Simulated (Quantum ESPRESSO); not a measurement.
Mo under changes of volume

One of the cells (16.363 Å³/atom); the others are scaled copies at fixed shape and fractional positions:

```
Mo
1.0
     0.00000    2.01500    2.01500
     2.01500    0.00000    2.01500
     2.01500    2.01500    0.00000
Mo
1
Direct
  0.00000 0.00000 0.00000
```

This isn't the form of Mo at room conditions, which is bcc.

- Program: Quantum ESPRESSO 7.5
- Functional: PBE
- Potentials or basis: SSSP 1.3 efficiency PBE
- Cutoff: 816 eV
- Density cutoff: 3265 eV
- k mesh: 11 × 11 × 11
- Occupations: fermi-dirac, width 0.05 eV
- Spin: no spin polarisation

```tsv
volume (Å³/atom)	energy over the lowest point (meV/atom)	pressure (GPa)
15.381	?	?
15.708	5.03	5.0
16.035	0.00	0.0
16.363	4.63	-4.6
16.690	18.07	-8.7
17.017	39.55	-12.4
17.344	68.35	-15.8
```

Question: What does the run at 15.381 Å³/atom give?

Answer: Energy over the lowest point 20.73 meV/atom; pressure 10.5 GPa.

Worked out: A Birch-Murnaghan fit of order 3 (a polynomial in V^(-2/3)) to the other rows has its minimum at 16.04 Å³/atom with B0 = V·E''(V) = 231 GPa and B' = 3.5. It gives 20.64 meV/atom at 15.381 Å³/atom, against the run's 20.73, and -dE/dV = 10.4 GPa, against 10.5.

Energies are extrapolated to zero smearing.
